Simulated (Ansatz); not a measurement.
TiAl$_{2}$: how the free axis answers a strain

TiAl$_{2}$, Cmmm, a = 3.913 Å, b = 12.068 Å, c = 3.993 Å. The structure is a COD entry; whether it is the stable form wasn't checked. Ansatz: r2SCAN, PAW, 500 eV, Γ-centred 10×4×10 mesh on 12 atoms, Gaussian smearing 0.10 eV; no spin polarisation. Series: uniaxial strain along a, with b, c and atoms relaxed; x is the strain in per cent. y is the change of c in per cent of 3.993 Å.

```tsv
x (%)	y (%)
-6.0	?
-4.0	1.32
-2.0	0.63
0.0	0.00
2.0	-0.57
4.0	-1.09
6.0	-1.56
```

Q: Fit y = c1 x + c2 x² to the other rows, say what c1 measures, and predict the missing y.

A: Least squares on the rows shown. y = −0.3015 x + 0.006999 x². So −c1 = 0.301 is Poisson's ratio for this pair of axes. Along b the same runs (not shown) give 0.19. At x = -6.0 the fit asked for gives 2.06 %. The run gave 2.12 %, so the fit is 0.06 % too low, 1.6 % of the span of the series, against an rms of 0.003 % on the fitted rows. The row lies outside the fitted range. With a term in x³ added, a fit to the same known rows predicts 2.08 %, which recovers part of the miss; the known rows don't hold the rest.